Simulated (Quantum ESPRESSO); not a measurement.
# Ca under changes of volume

One of the cells (43.632 Å³/atom); the others are scaled copies at fixed shape and fractional positions:

```
Ca
1.0
     0.00000    2.79420    2.79420
     2.79420    0.00000    2.79420
     2.79420    2.79420    0.00000
Ca
1
Direct
  0.00000 0.00000 0.00000
```

| Item | Value |
| --- | --- |
| Program | Quantum ESPRESSO 7.5 |
| Functional | PBE |
| Potentials or basis | SSSP 1.3 efficiency PBE |
| Cutoff | 748 eV |
| Density cutoff | 5987 eV |
| k mesh | 8 × 8 × 8 |
| Occupations | fermi-dirac, width 0.05 eV |
| Spin | no spin polarisation |

```tsv
volume (Å³/atom)	energy over the lowest point (meV/atom)	pressure (GPa)
41.014	1.56	0.5
41.886	0.00	0.1
42.759	0.44	-0.2
43.632	?	?
44.504	6.64	-0.9
45.377	12.10	-1.1
46.250	18.95	-1.4
```

Question: What does the run at 43.632 Å³/atom give?

Answer: Energy over the lowest point 2.70 meV/atom; pressure -0.6 GPa.

Worked out: A Birch-Murnaghan fit of order 3 (a polynomial in V^(-2/3)) to the other rows has its minimum at 42.12 Å³/atom with B0 = V·E''(V) = 17.3 GPa and B' = 3.4. It gives 2.71 meV/atom at 43.632 Å³/atom, against the run's 2.70, and -dE/dV = -0.6 GPa, against -0.6.

Energies are extrapolated to zero smearing.
